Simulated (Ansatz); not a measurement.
MgI2 and its competing phases

Level of theory: DFT PBE+D3(BJ), scalar-relativistic, plane waves, PAW (Ansatz). All cells share a 420 eV cutoff and Γ-centred k meshes spaced at most about 0.3 Å⁻¹ (2π included). No spin polarisation.

Formation energies are uncorrected and refer to the elements' standard structures at the same level.

All energies are static (0 K, no zero-point motion). Spin–orbit coupling, which can matter for I, is left out.

The competitors are the elements and 1 reference phase of this chemical system (from databases or known types: MgI2), relaxed at the same level; other known phases may be missing.

The candidate was reached from: sheets of the ErSe2 type as a bilayer. The sheet is periodic along a and b; c holds vacuum.

```xyz
6
Lattice="4.1291 0.0000 0.0000 -2.0646 3.5759 0.0000 0.0000 0.0000 44.2065" Properties=species:S:1:pos:R:3 pbc="T T F"
Mg    0.0000    0.0000    8.5633
Mg    0.0000    2.3839   15.4367
I     0.0000    2.3839   10.2408
I     2.0646    1.1920    6.8819
I     2.0646    1.1920   17.1181
I     0.0000    0.0000   13.7591
```

Question: Is it stable, and against what?

Answer: Not the lowest form: another structure of the same formula lies lower. Its formation energy is -1.036 eV/atom. The lowest competing phase at this composition is this:

```json
{"phase": "MgI2", "space group": "P-3m1 (No. 164)", "source": "Materials Project", "share of atoms": "1.0000", "ΔE_f (eV/atom)": "-1.071"}
```

The candidate lies 35 meV/atom above this phase (36 meV/atom from unrounded values). The rivals are bulk phases, so the margin includes the cost of making a free sheet. Checks: phonons real on a 3×3×1 q mesh, imaginary between its points (to 6i cm⁻¹, which can come from the interpolation).
